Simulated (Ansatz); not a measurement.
# MoS2 in Ansatz: settings compared

Aim: see how the results for MoS2 move with the level of theory and the settings. Levels: BLYP, PBE. Tasks: relaxation of cell and atoms, single point.

Program: Ansatz 0.2.0. These are calculated values, not measurements. Logs are shortened: lines on timing, memory, paths and dates and some standing lists are left out, and cuts for length are marked.

## 1. The structure

The cell holds a slab with vacuum, 9 atoms: a = 3.184 Å, b = 3.184 Å, c = 28.387 Å, α = 90.00°, β = 90.00°, γ = 120.00°.

## 2. Relaxation of cell and atoms, BLYP

input.yaml

```yaml
crystal:
  lattice:
    - [3.1840155185, 0.0, 0.0]
    - [-1.5920077592, 2.757438325, 0.0]
    - [0.0, 0.0, 28.3873198]
  atoms:
    - { symbol: Mo, position: [0.3333333333, 0.6666666667, 0.22816477] }
    - { symbol: Mo, position: [0.3333333333, 0.6666666667, 0.77183523] }
    - { symbol: Mo, position: [0.6666666667, 0.3333333333, 0.0] }
    - { symbol: S, position: [0.6666666667, 0.3333333333, 0.17349309] }
    - { symbol: S, position: [0.6666666667, 0.3333333333, 0.71718751] }
    - { symbol: S, position: [0.3333333333, 0.6666666667, 0.94533412] }
    - { symbol: S, position: [0.6666666667, 0.3333333333, 0.28281249] }
    - { symbol: S, position: [0.6666666667, 0.3333333333, 0.82650691] }
    - { symbol: S, position: [0.3333333333, 0.6666666667, 0.05466588] }
hamiltonian:
  xc: blyp
  pseudopotentials: { kind: paw }
kpoints:
  mp_grid: { grid: [10, 10, 1] }
scf:
  occupations: { method: fermi_dirac, width: 0.05 }
output:
  forces: true
  stress: true
  eigenvalues: true
relax:
  f_tol: 0.01
  max_steps: 40
  cell: { stress_tol: 0.05 }
```

Potentials or basis: Ansatz PAW.

Run with:

```bash
> ansatz run input.yaml --threads 4 --pin off --max-ram 11264MiB --backend cpu --events-out ev --progress --plain --runs-dir out
```

Log:

```text
Warning: RAYON_NUM_THREADS=4 ignored (pool sized by the plan → 4); use --threads N
Engine: ansatz 0.2.0, aarch64-unknown-linux-gnu
Pseudopotentials: kind: paw
Pseudopotential: Mo, paw, valence charge 14, recommended cutoff 420 eV (normal), Mo.paw.azcp
Pseudopotential: S, paw, valence charge 6, recommended cutoff 420 eV (normal), S.paw.azcp
Functional definition: BLYP
  parameter beta = 0.0042
  parameter a = 0.04918
  parameter b = 0.132
  parameter c = 0.2533
  parameter d = 0.349
  exchange = b88_x(beta = beta)
  correlation = lyp_c(a = a, b = b, c = c, d = d)
Crystal: 9 atoms, lattice volume = 249.233 Å³
Basis set: ecut = 420 eV, 4895 PW (Γ), exchange–correlation on 48×48×384 points (8 copies of the dense FFT grid, shifted against one another)
Bands: 48, of which v1, the nominal top of the filled ones, is band 39 counted from 1 (38 counted from 0)
Symmetry: 12 space group operations
Space group: P-6m2 (ITA 187), of the structure as read, at distance tolerance 6.3e-5 Å
k-points: 14 of 100 (time reversal used)
Non-local potential: Mo, projectors of the file, l = 0: 3, l = 1: 2, l = 2: 2, l = 3: 1
Non-local potential: S, projectors of the file, l = 0: 2, l = 1: 2, l = 2: 2
PAW form: soft (Blöchl's): semilocal exchange-correlation on the pseudo side does not see the compensation charge
PAW frozen core: Mo, regenerated for the run's functional, and the local potential with it (the file was generated under x = pbe(κ = 0.804, μ = 0.2195149727645171), c = pbe(β = 0.06672455060314922))
PAW frozen core: S, regenerated for the run's functional, and the local potential with it (the file was generated under x = pbe(κ = 0.804, μ = 0.2195149727645171), c = pbe(β = 0.06672455060314922))
PAW one-centre angular grid: Mo, 590 points (default); XC on 64 Gauss nodes
PAW one-centre angular grid: S, 110 points (default); XC on 64 Gauss nodes
Initial density: superposition of atomic densities (neutral atoms: chi_scale 0, normalization atom), corrected by the library's trained network
Initial wavefunctions: pseudopotential atomic-orbital guess
Functional: x = b88, c = lyp
SCF iter   1: F=—  HF=-20354.331686 eV  |F-HF|=—  |Δ(HF+E_count)|=         —  Δρ=9.07e-3  dr2=2.81e-1  ethr=1.77e-3  ⟨swp⟩=9.2  Hψ=3215  notcnv=0
preconditioner: auto → Resta (q_TF=auto, 2.248 Å⁻¹)  ε∞=6.1  [insulator: Δε(μ)=1.264 eV  Ē_g=7.673 eV  σ=0.050 eV  W_gap=1.00  n_scr=20 (ndim 8)  ℏωp=17.3 eV  f_vac=0.330  D(μ)=0.00/eV (n_scr^D=0)  ε∞_Penn≈6.1  vacuum switching on, ρ_ref=4.3e-3 e/Å³]
SCF iter   2: F=—  HF=-20354.288708 eV  |F-HF|=—  |Δ(HF+E_count)|=   4.30e-2  Δρ=4.60e-3  dr2=4.86e-2  ethr=3.60e-4  ⟨swp⟩=2.8  Hψ=1229  notcnv=0  defer=11
SCF iter   3: F=—  HF=-20354.285589 eV  |F-HF|=—  |Δ(HF+E_count)|=   3.12e-3  Δρ=2.20e-3  dr2=1.71e-2  ethr=6.23e-5  ⟨swp⟩=2.9  Hψ=1232  notcnv=0  defer=11
SCF iter   4: F=—  HF=-20354.286072 eV  |F-HF|=—  |Δ(HF+E_count)|=   4.82e-4  Δρ=5.19e-4  dr2=1.14e-3  ethr=2.19e-5  ⟨swp⟩=2.3  Hψ=1035  notcnv=0  defer=11
SCF iter   5: F=—  HF=-20354.286181 eV  |F-HF|=—  |Δ(HF+E_count)|=   1.09e-4  Δρ=2.55e-4  dr2=3.39e-4  ethr=1.46e-6  ⟨swp⟩=2.5  Hψ=1009  notcnv=0  defer=11
SCF iter   6: F=—  HF=-20354.286166 eV  |F-HF|=—  |Δ(HF+E_count)|=   1.50e-5  Δρ=1.09e-4  dr2=5.64e-5  ethr=4.34e-7  ⟨swp⟩=2.1  Hψ=939  notcnv=0  defer=11
SCF iter   7: F=—  HF=-20354.286229 eV  |F-HF|=—  |Δ(HF+E_count)|=   6.39e-5  Δρ=1.93e-5  dr2=3.72e-6  ethr=7.24e-8  ⟨swp⟩=2.4  Hψ=1078  notcnv=0  defer=11
SCF iter   8: F=—  HF=-20354.286229 eV  |F-HF|=—  |Δ(HF+E_count)|=   8.34e-7  Δρ=1.35e-5  dr2=1.16e-6  ethr=4.77e-9  ⟨swp⟩=2.1  Hψ=1057  notcnv=0  defer=11
SCF iter   9: F=—  HF=-20354.286228 eV  |F-HF|=—  |Δ(HF+E_count)|=   1.70e-7  Δρ=4.97e-6  dr2=1.41e-7  ethr=1.48e-9  ⟨swp⟩=2.0  Hψ=903  notcnv=0  defer=11
SCF iter  10: F=-20354.286228 eV  HF=-20354.286228 eV  |F-HF|=5.57e-9  |Δ(HF+E_count)|=   4.77e-9  Δρ=1.52e-6  dr2=1.15e-8  ethr=1.28e-10  ⟨swp⟩=8.7  Hψ=2962  notcnv=0
[... 344 lines left out ...]
SCF iter   6: F=—  HF=-20354.650384 eV  |F-HF|=—  |Δ(HF+E_count)|=   5.93e-7  Δρ=9.56e-7  dr2=1.12e-8  ethr=4.49e-11  ⟨swp⟩=2.6  Hψ=1048  notcnv=0
SCF iter   7: F=—  HF=-20354.650384 eV  |F-HF|=—  |Δ(HF+E_count)|=   4.99e-9  Δρ=4.54e-7  dr2=3.11e-9  ethr=1.43e-11  ⟨swp⟩=2.1  Hψ=941  notcnv=0
SCF iter   8: F=—  HF=-20354.650384 eV  |F-HF|=—  |Δ(HF+E_count)|=   4.91e-9  Δρ=1.33e-7  dr2=2.73e-10  ethr=3.98e-12  ⟨swp⟩=2.4  Hψ=981  notcnv=0
SCF iter   9: F=—  HF=-20354.650384 eV  |F-HF|=—  |Δ(HF+E_count)|=  3.42e-10  Δρ=1.63e-7  dr2=1.82e-10  ethr=1.00e-12  ⟨swp⟩=5.4  Hψ=2537  notcnv=0
SCF iter  10: F=-20354.650384 eV  HF=-20354.650384 eV  |F-HF|=1.42e-10  |Δ(HF+E_count)|=  1.27e-10  Δρ=2.51e-8  dr2=7.65e-12  ethr=1.00e-12  ⟨swp⟩=3.8  Hψ=2552  notcnv=0
SCF 20 converged in 10 iterations: F = -20354.650384 eV  dr2 = 7.65e-12
relax step  20: F+E_penalty+E_count = -20354.65038412 eV  Δ(F+E_penalty+E_count) = -1.394e-3 eV  max|allowed force component| = 3.781e-4 eV/Å  Δτ_max = 0.0000 Å  P = +0.013 GPa  Ω = 270.643 Å³  stress off target by 1.90e-2 GPa  SCF on the basis re-selected at this cell (its energy is not comparable with the rows above)  (10 SCF iters)
basis re-selected at this cell: Δ(F+E_penalty+E_count) = -1.394e-3 eV, ΔP = +0.007 GPa vs the last step (what re-selecting the basis moved, of the pressure what is left beyond the Pulay correction that the steps carried, after the strain that the cell walked since its last selection, with what the two solves' SCF thresholds leave and, on support functions, any second-order correction that the steps lacked; it is no measure of the basis error at this ecutwfc). The dense FFT grid was sized anew with the basis: this SCF ran on 24×24×200 points, the steps before it on 24×24×192, so part of this shift can come from that change (see relax.cell in the input reference). This SCF's stress stands 1.90e-2 GPa from its target on what of the cell is left free (relax.cell.stress_tol is 5.00e-2 GPa) and its largest allowed force component is 3.78e-4 eV/Å (relax.f_tol is 1.00e-2 eV/Å): within both
SCF converged after 10 iterations
Free energy (F): -20354.650384 eV
Harris-Foulkes:  -20354.650384 eV  (|F-HF|=1.42e-10)
Internal energy: -20354.650384 eV  (E = F + TS)
E sigma→0 (E₀):  -20354.650384 eV
Entropy (-TS):   -0.000000 eV (-0.000 meV/atom)
Fermi energy:    4.800109 eV
--- Per-component energies (eV) ---
  E_band       = -947.848888
  E_kinetic    = 1963.123699
  E_local      = -14791.642948  (includes V_loc(G=0)·N_el)
  E_nonlocal   = 602.810306
  E_hartree    = 6461.619939
  E_xc         = -1116.673204
  E_vxc        = -1184.209609  (∫ρ·V_xc dr)
  E_paw        = -13287.260076  (= ΣΔE_a)
  E_vpaw       = -461.170276  (= ΣTr[D̂ρ^β])
  E_aug_tail   = 0.000129  (compensation charges beyond the density's cutoff)
  E_ewald      = -187.000252
  E_core_change = 0.372022  (= ΣΔE_core)
  E_smearing   = -0.000000  (= −TS)
  E_closure    = -0.000000  (closes the sum)
  Σ components = -20354.650384   (vs F -20354.650384, Δ=0.00e0)
--- Forces (eV/Å), atoms counted from 1 ---
  atom   1  Mo     0.00000000     0.00000000     0.00011275
  atom   2  Mo     0.00000000     0.00000000    -0.00011275
  atom   3  Mo    -0.00000000    -0.00000000     0.00000000
  atom   4  S      0.00000000    -0.00000000     0.00037809
  atom   5  S      0.00000000    -0.00000000     0.00021353
  atom   6  S      0.00000000     0.00000000     0.00023043
  atom   7  S      0.00000000    -0.00000000    -0.00021353
  atom   8  S      0.00000000    -0.00000000    -0.00037809
  atom   9  S     -0.00000000     0.00000000    -0.00023043
  max |Σ_I F_I| component: 4.63e-17 eV/Å
--- Stress (GPa, compression-positive) ---
        0.010355       0.000000      -0.000000
       -0.000000       0.010355       0.000000
       -0.000000       0.000000       0.018985
  P = ⅓ Tr σ = 0.0132 GPa (0.132 kbar)
--- Band table (eV; the first three rows and the last of 14) ---
  k-point 0: bands = ["-57.0218", "-57.0217", "-57.0217", "-31.0873", "-31.0872", "-31.0872", "-30.9689", "-30.9689", "-30.9688", "-30.9688", "-30.9688", "-30.9688", "-9.7660", "-9.7659", "-9.7658", "-8.5595", "-8.5594", "-8.5593", "-1.2255", "-1.2224", "-1.2221", "1.4146", "1.4146", "1.4147", "1.4147", "1.4147", "1.4147", "2.3903", "2.3924", "2.4144", "2.4324", "2.4324", "2.4325", "2.4325", "2.4325", "2.4325", "4.1119", "4.1334", "4.1351", "6.5441", "6.5441", "6.5441", "6.5441", "6.5442", "6.5442", "6.7512", "6.7512", "6.7513"]
  k-point 1: bands = ["-57.0193", "-57.0193", "-57.0193", "-31.0821", "-31.0820", "-31.0820", "-30.9960", "-30.9960", "-30.9960", "-30.9751", "-30.9751", "-30.9751", "-9.6382", "-9.6381", "-9.6381", "-8.5076", "-8.5075", "-8.5074", "-1.0757", "-1.0727", "-1.0724", "1.1342", "1.1343", "1.1343", "1.5500", "1.5501", "1.5501", "1.7322", "1.7329", "1.7396", "2.2303", "2.2303", "2.2304", "2.8950", "2.8962", "2.9096", "4.0202", "4.0352", "4.0364", "6.3940", "6.3944", "6.4005", "6.4381", "6.4554", "6.4564", "6.6091", "6.6091", "6.6091"]
  k-point 2: bands = ["-57.0128", "-57.0127", "-57.0127", "-31.0685", "-31.0684", "-31.0684", "-31.0665", "-31.0664", "-31.0664", "-30.9915", "-30.9915", "-30.9915", "-9.2859", "-9.2858", "-9.2858", "-8.3648", "-8.3648", "-8.3646", "-0.7442", "-0.7416", "-0.7413", "0.5587", "0.5590", "0.5591", "1.0172", "1.0176", "1.0207", "1.7872", "1.7873", "1.7873", "1.9153", "1.9154", "1.9154", "2.9104", "2.9112", "2.9215", "3.6487", "3.6531", "3.6534", "6.0937", "6.1200", "6.1219", "6.3004", "6.3004", "6.3004", "6.4538", "6.4549", "6.4713"]
  k-point 13: bands = ["-56.9929", "-56.9928", "-56.9928", "-31.1902", "-31.1902", "-31.1902", "-31.1291", "-31.1290", "-31.1290", "-31.0268", "-31.0268", "-31.0268", "-7.9931", "-7.9930", "-7.9930", "-7.8233", "-7.8233", "-7.8232", "-0.9401", "-0.9401", "-0.9400", "-0.4795", "-0.4793", "-0.4793", "0.4404", "0.4405", "0.4407", "0.7218", "0.7222", "0.7224", "1.2398", "1.2399", "1.2405", "2.0925", "2.0930", "2.0936", "3.8300", "3.8303", "3.8303", "5.5309", "5.5312", "5.5312", "7.0514", "7.0519", "7.0567", "7.0612", "7.0646", "7.0653"]
--- Relaxed structure (19 steps of the walk, 19 accepted, 1 SCFs on fresh bases) ---
  F+E_penalty+E_count = -20354.65038412 eV   max|allowed force component| = 3.781e-4 eV/Å   (the final SCF, on the basis selected at the relaxed cell)
  cell:  # Å, volume = 270.6432 Å³
    - [3.2623914292168794, -2.957807544995407e-11, 7.14576335467725e-33]
    - [-1.6311957145828242, 2.8253138548052292, 1.8279147689412295e-33]
    - [6.370856812403298e-32, 5.560020490824697e-32, 29.362593693778237]
  atoms:
    - { symbol: Mo, position: [0.33333333333333326, 0.6666666666666665, 0.33147277002582004] }
    - { symbol: Mo, position: [0.33333333333333326, 0.6666666666666665, 0.6685272299741798] }
    - { symbol: Mo, position: [0.6666666666666665, 0.3333333333333333, 3.955116548420208e-19] }
    - { symbol: S, position: [0.6666666666666665, 0.3333333333333333, 0.27815442387588396] }
    - { symbol: S, position: [0.6666666666666665, 0.3333333333333333, 0.6152087096697204] }
    - { symbol: S, position: [0.33333333333333326, 0.6666666666666665, 0.9466819070983815] }
    - { symbol: S, position: [0.6666666666666665, 0.3333333333333333, 0.38479129033028] }
    - { symbol: S, position: [0.6666666666666665, 0.3333333333333333, 0.7218455761241159] }
    - { symbol: S, position: [0.33333333333333326, 0.6666666666666665, 0.05331809290161852] }
```

It took 2.1 min on 4 threads of Arm Neoverse V1, shared host; peak memory 0.68 GiB.

Results:

| Item | Value |
| --- | --- |
| Free energy | -20354.6504 eV |
| Relaxed volume | 30.07 Å³/atom |
| Relaxed cell | a = 3.262 Å, b = 3.262 Å, c = 29.363 Å, α = 90.00°, β = 90.00°, γ = 120.00° |
| Space group after relaxing (to 0.05 Å) | P-6m2 (No. 187) |
| Energy gained by relaxing | 40.5 meV/atom |
| Ionic steps | 20 |
| Band gap on the k mesh | 1.40 eV, indirect (least direct gap 1.70 eV) |

The path:
```
step  energy change (eV)  largest force (eV/Å)  volume (Å³)
   1              0.0000                0.7245       249.23
   2             -0.1705                0.3835       280.26
   3             -0.3110                0.0759       273.47
   4             -0.3249                0.0123       274.79
   5             -0.3352                0.0319       278.63
   6             -0.3424                0.0102       283.41
   7             -0.3465                0.0211       287.80
   8             -0.3485                0.0178       291.20
   9             -0.3497                0.0034       292.78
  10             -0.3512                0.0029       293.15
  11             -0.3536                0.0124       291.37
  12             -0.3563                0.0143       288.42
  13             -0.3581                0.0204       283.02
  14             -0.3601                0.0101       280.23
  15             -0.3611                0.0104       277.36
  16             -0.3619                0.0011       275.02
  17             -0.3624                0.0084       272.68
  18             -0.3627                0.0097       271.02
  19             -0.3628                0.0004       270.64
  20             -0.3642                0.0004       270.64
```

Final structure:
```
Mo S
1.0
     3.26239    0.00000    0.00000
    -1.63120    2.82531    0.00000
     0.00000    0.00000   29.36259
Mo S
3 6
Direct
  0.33333 0.66667 0.33147
  0.33333 0.66667 0.66853
  0.66667 0.33333 0.00000
  0.66667 0.33333 0.27815
  0.66667 0.33333 0.61521
  0.33333 0.66667 0.94668
  0.66667 0.33333 0.38479
  0.66667 0.33333 0.72185
  0.33333 0.66667 0.05332
```

Levels at points of the mesh, in eV from the valence-band top:
```tsv
k point	band 36	band 37	band 38	band 39	band 40	band 41	band 42	band 43
(0.00, 0.00, 0.00)	-1.70	-0.02	0.00	0.00	2.41	2.41	2.41	2.41
(0.00, -0.50, 0.00)	-1.23	-0.64	-0.64	-0.64	1.80	1.80	1.80	2.28
```

Caveat: the plane-wave basis is chosen anew once the cell has moved, so the energies of steps on either side of that aren't comparable; the PAW data sets come from PBE, with cores solved anew for the run's functional, which leaves a small shift of forces and pressure; without dispersion, layers of such crystals drift apart on relaxing, which shifts levels and gaps; volumes and pressures include the vacuum.

(Continued in part 2 of 2.)
